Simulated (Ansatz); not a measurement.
The system is CuI (Marshite).

```
I Cu
1.0
     0.00000    3.03150    3.03150
     3.03150    0.00000    3.03150
     3.03150    3.03150    0.00000
I Cu
1 1
Direct
  0.00000 0.00000 0.00000
  0.75000 0.75000 0.75000
```

- Program: Ansatz 0.2.0
- Task: relaxation of cell and atoms
- Functional: RPBE
- Potentials or basis: all-electron LAPW, scalar-relativistic
- Basis error allowed: 0.001 eV/atom
- k mesh: 8 × 8 × 8
- Occupations: fermi-dirac, width 0.05 eV
- Spin: no spin polarisation

At the start: volume 27.86 Å³/atom.

Task: How do energy, volume and symmetry change on relaxing?

Result: Over 4 steps the energy falls by 12.9 meV/atom and the volume is 29.69 Å³/atom (+6.6 %); space group F-43m (No. 216, to 0.05 Å).

Step by step:
```tsv
step	energy change (eV)	largest force (eV/Å)	volume (Å³)
1	0.0000	0.0000	55.72
2	-0.0252	0.0000	58.90
3	-0.0257	0.0000	59.37
4	-0.0257	0.0000	59.37
```

Final structure:
```
I Cu
1.0
     0.00000    3.09635    3.09635
     3.09635    0.00000    3.09635
     3.09635    3.09635    0.00000
I Cu
1 1
Direct
  0.00000 0.00000 0.00000
  0.75000 0.75000 0.75000
```
